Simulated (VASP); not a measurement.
A run of VASP 6.6.1 is set up as follows.

Contents of INCAR:

```
PREC = Accurate
ENCUT = 520
EDIFF = 1E-7
ISMEAR = 0
SIGMA = 0.1
LREAL = F
LASPH = T
NELM = 120
ALGO = Normal
ISIF = 3
LWAVE = F
LCHARG = F
GGA = PE
IBRION = 2
NSW = 60
EDIFFG = -0.005
POTIM = 0.3
```

KPOINTS

```
Automatic mesh
0
Gamma
  11 11 3
```

POSCAR

```
La                                      
1.0
    3.7728006646      0.0000000000     -0.0000000000
   -1.8864003323      3.2673412167      0.0000000000
   -0.0000000000      0.0000000000     12.0953837489
  La            
     4
Direct
     0.0000000000000000    0.0000000000000000    1.0000000000000000
     0.0000000000000000    0.0000000000000000    0.5000000000000000
     0.3333333300000021    0.6666666699999979    0.7500000000000000
     0.6666666699999979    0.3333333300000021    0.2500000000000000
```

Potentials or basis: VASP PAW PBE potentials, release 64 (La).

Run with:

```sh
$ cat potpaw_PBE.64/La/POTCAR > POTCAR
$ mpirun -np 1 vasp_std > vasp.out
```

(1) What does it give for the band gap on the k mesh?

Answers

(1) none (metal or under the smearing width).

Caveat: the relaxation stopped at its first step, so nothing moved.
